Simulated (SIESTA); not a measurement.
Write an ASE script for SIESTA 5.4.2 that does the following.

```yaml
Task: equation of state
Functional: LDA
Potentials_or_basis: PseudoDojo 0.4 standard (LDA files)
Basis: DZP (energy shift 0.003 Ry)
Grid_cutoff: 500 Ry
Energy_shift: 0.003 Ry
k_mesh: 10 × 10 × 5
Occupations: fermi-dirac, width 0.05 eV
Spin: no spin polarisation
```

Crystal: SiC (Moissanite).

```
Si C
1.0
     3.07600    0.00000    0.00000
    -1.53800    2.66389    0.00000
     0.00000    0.00000    5.04800
Si C
2 2
Direct
  0.66667 0.33333 0.50000
  0.33333 0.66667 0.00000
  0.66667 0.33333 0.88500
  0.33333 0.66667 0.38500
```

One way to write it, as run:

run.py

```python
from ase import Atoms
from ase.calculators.siesta import Siesta
from ase.units import Ry, GPa
from ase.eos import EquationOfState

atoms = Atoms(
    ['Si', 'Si', 'C', 'C'],
    cell=[
        [3.076, 0.0, 0.0],
        [-1.538, 2.663894142, 0.0],
        [0.0, 0.0, 5.048],
    ],
    scaled_positions=[
        [0.6666666667, 0.3333333333, 0.5],
        [0.3333333333, 0.6666666667, 0.0],
        [0.6666666667, 0.3333333333, 0.885],
        [0.3333333333, 0.6666666667, 0.385],
    ],
    pbc=True,
)

fdf = {
    'SCFMustConverge': False,
    'OccupationFunction': 'FD',
    'ElectronicTemperature': '0.05 eV',
    'MaxSCFIterations': '120',
    'SCF.Mixer.Method': 'Pulay',
    'SCF.Mixer.Weight': '0.25',
    'SCF.Mixer.History': '8',
    'SCF.DM.Tolerance': '5.0e-05',
    'SCF.H.Tolerance': '1.0e-03 eV',
    'WriteForces': 'true',
    'Charge.Mulliken': 'end',
}
calc = Siesta(
    label="SiC",
    command="siesta < PREFIX.fdf > PREFIX.out",
    pseudo_path="pseudos",
    pseudo_qualifier="",
    xc=('LDA', 'PW92'),
    basis_set="DZP",
    mesh_cutoff=500 * Ry,
    energy_shift=0.003 * Ry,
    kpts=[10, 10, 5],
    spin="non-polarized",
    fdf_arguments=fdf,
)
atoms.calc = calc

cell0 = atoms.cell.copy()
volumes, energies = [], []
for x in [0.94, 0.96, 0.98, 1.0, 1.02, 1.04, 1.06]:
    atoms.set_cell(cell0 * x ** (1 / 3), scale_atoms=True)
    volumes.append(atoms.get_volume() / len(atoms))
    energies.append(atoms.get_potential_energy(force_consistent=True) / len(atoms))
    print(f"V = {volumes[-1]:.5f} A^3/atom   F = {energies[-1]:.6f} eV/atom", flush=True)
v0, e0, b0 = EquationOfState(volumes, energies, eos="birchmurnaghan").fit()
print(f"v0 = {v0:.4f} A^3/atom, e0 = {e0:.5f} eV/atom, B0 = {b0 / GPa:.1f} GPa")
```

Potentials or basis: PseudoDojo 0.4 standard (LDA files), DZP (energy shift 0.003 Ry).

Run with:

```console
$ python run.py
```

It gave:

```json
{
  "Equilibrium volume": "10.27 Å³/atom",
  "Bulk modulus at fixed shape and positions": "228 GPa",
  "Pressure derivative of the bulk modulus": "4.0"
}
```

Caveat: the cell was scaled at fixed shape and fractional positions, which overstates the stiffness of a crystal with free parameters, most of all of layers and chains; the basis of atomic orbitals isn't converged, which shifts pressures, moduli and gaps.

Run time: 11 min on 1 thread of Intel(R) Xeon(R) Platinum 8488C (Sapphire Rapids), with other jobs on the host, peak memory 0.32 GiB.
